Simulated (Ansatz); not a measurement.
Trial structures of TiSe₃: starts and ends

Computed with DFT PBE, scalar-relativistic, plane waves, PAW in Ansatz 0.2.0. All cells share a 420 eV cutoff and Γ-centred k meshes spaced at most about 0.3 Å⁻¹ (about 0.25 or finer for metals, 2π included). Collinear spin in cells that started with moments and kept them past the coarse steps, no spin elsewhere.

Each guess was relaxed in cell and atoms at zero pressure, within the symmetry of its start. All energies are static (0 K, no zero-point motion). Coordination counts Se atoms around Ti (those within 1.25 times the shortest such distance or 1.15 times the sum of covalent radii, 1.27 where that leaves under three; a plus sign parts nearer from farther groups).

```csv
guess,made from,start group,V start (Å³/atom),end group,V end (Å³/atom),coordination at the end,gap on mesh (eV),largest moment (μB),E over the lowest end (meV/atom)
1,random cell,Pm-3m,24.5,Pm-3m (ReO3),30.3,Ti 6,0,-,108
2,random cell,P4/mmm,25.1,P4/mmm,21.1,Ti 6,0,1.4,240
3,random cell,P-62m,28.9,P-62m,23.9,Ti 6,0,-,0
4,SrPb3 type,Pm-3m,25.2,?,?,?,?,?,?
5,NdCd3 type,Fm-3m,23.5,Fm-3m (BiF3 (D0_3)),18.6,Ti 8+6,0,-,469
```

Guess 4 as it starts:

```xyz
4
Lattice="4.6517 0.0000 0.0000 0.0000 4.6517 0.0000 0.0000 0.0000 4.6517" Properties=species:S:1:pos:R:3 pbc="T T T"
Ti    0.0000    0.0000    0.0000
Se    0.0000    2.3258    2.3258
Se    2.3258    0.0000    2.3258
Se    2.3258    2.3258    0.0000
```

Task: Fill in the missing row: what does this guess relax into, and where does it rank?

Result: It ends in space group Pm-3m (No. 221), with a = 4.294 Å, 19.8 Å³/atom and no gap, with moments up to 1.2 μB. It lies 0.69 eV/atom over the lowest end, above guess 5 and so the highest of the set. Counting Se atoms around Ti, this end has Ti 12 and the lowest (guess 3) has Ti 6.

```yaml
crystal:
  lattice:
    - [4.29351, 0.00000, 0.00000]
    - [0.00000, 4.29351, 0.00000]
    - [0.00000, 0.00000, 4.29351]
  atoms:
    - { symbol: Ti, position: [0.00000, 0.00000, 0.00000] }
    - { symbol: Se, position: [0.00000, 0.50000, 0.50000] }
    - { symbol: Se, position: [0.50000, 0.00000, 0.50000] }
    - { symbol: Se, position: [0.50000, 0.50000, 0.00000] }
```

Formation energies are uncorrected and refer to the elements' standard structures at the same level.

Task: Is the lowest end bound against the elements?

Result: Yes: its formation energy is −0.50 eV/atom. It lies below the elements, which doesn't yet make it stable against other compounds or structures.

No dispersion correction is applied, so the spacing and binding between layers, chains or molecules are poorly described (P-62m), and this can change margins and order among such cells. The reference form of Se is held partly by dispersion forces, which this level lacks. The magnetic state reached may not be the lowest. Cells relaxed within their symmetry can be saddle points. A lower structure may well exist outside this small set. Some types were kept out of the candidates beforehand, so the set may lack a known form.

The close-packed, intermetallic-type arrangement is a poor match for TiSe₃. Across the set, the three ends with six Se around Ti lie below the 8+6 and 12-coordinated ones, though the spread among those three shows that coordination number alone doesn't set the energy. Nor does density: guess 5 is denser than the relaxed guess 4, yet lower in energy.

In guess 4, symmetry makes the Ti–Se and Se–Se distances equal. Even after the cell contracts, Ti–Se remains stretched, while Se–Se is too long for a normal single bond, so neither directional Ti 3d–Se 4p bonding nor Se pairing is well served.

Pairing matters because Ti has only four valence electrons, too few to turn three separate Se atoms into selenide ions. Related group 4 trichalcogenides solve this with one chalcogen pair per metal and are typically semiconducting. The unpaired ReO₃-type end must instead leave holes in the Se p states, consistent with its missing gap. Decomposition into TiSe₂ and Se remains the decisive untested comparison for the lowest end.
